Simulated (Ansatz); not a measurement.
## Structure relaxation of Ba

These are results of DFT PBE, scalar-relativistic, plane waves, PAW in Ansatz 0.2.0, not measurements. Cutoff 420 eV, Γ-centred k mesh, Gaussian smearing, no spin polarisation in the final step.

A relaxed cell is given with its space group left out.

```
CELL_PARAMETERS angstrom
6.67864 0.00000 0.00000
-3.33932 5.78387 0.00000
0.00000 0.00000 6.69820
ATOMIC_POSITIONS crystal
Ba 0.00000 0.00000 0.25000
Ba 0.00000 0.00000 0.75000
Ba 0.33333 0.66667 0.75000
Ba 0.66667 0.33333 0.25000
```

Energies count from the standard state of Ba at the same level.

Question: What space group does it have?

Answer: P6_3/mmc (No. 194). Conventional cell: a = 6.679 Å, c = 6.698 Å. Around Ba on Wyckoff site b (2 atoms of the primitive cell) lie 2 Ba at 3.35 Å and 3 Ba at 3.86 Å; Ba on Wyckoff site d (2 atoms of the primitive cell) has 3 Ba at 3.86 Å.

Question: How far above the standard state of Ba does it lie?

Answer: 0.51 eV/atom.

Question: Is it a metal?

Answer: Yes, bands cross the Fermi level on the 9×9×8 mesh.

The final run used a 9×9×8 mesh on its 4-atom cell and 0.10 eV smearing. For metals, differences of a few meV/atom aren't resolved. The cell came from a trial start, so Ba may not exist in this structure.